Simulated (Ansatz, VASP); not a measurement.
## SiC: VASP beside Ansatz

```
Si C
1.0
     3.07600    0.00000    0.00000
    -1.53800    2.66389    0.00000
     0.00000    0.00000    5.04800
Si C
2 2
Direct
  0.26081 0.61358 0.00000
  0.66667 0.33333 0.50000
  0.33333 0.66667 0.38500
  0.66667 0.33333 0.88500
```

Alike in both runs: task single point; functional PBE; k mesh 6 × 6 × 4; occupations gaussian, width 0.05 eV; no spin polarisation.

|  | VASP | Ansatz |
| --- | --- | --- |
| version | VASP 6.6.1 | Ansatz 0.2.0 |
| potentials or method | VASP PAW PBE potentials, release 64 (Si, C) | scalar-relativistic, plane waves, PAW |
| plane-wave cutoff (eV) | 520 | 420 |
| valence electrons in the cell | 16 | 16 |

```tsv
	VASP	Ansatz	Ansatz less VASP
gap on the k mesh at the Fermi level (eV)	2.07	2.08	+0.005
least direct gap on the mesh (eV)	3.82	3.83	+0.005
pressure (GPa)	6.9	7.0	+0.06
largest component of the traceless stress (GPa)	8.41	8.42	+0.013
rms of the force components (eV/Å)	2.245	2.245	+0.0002
```

Atom by atom the forces differ by 0.001 eV/Å (rms over components). With one functional, cell and mesh, what is left measures potentials, basis and numerics.

Caveats: forces of over 1 eV/Å show positions far from the minimum, so gaps and moduli don't describe the material at rest. A k mesh can miss the band edges.
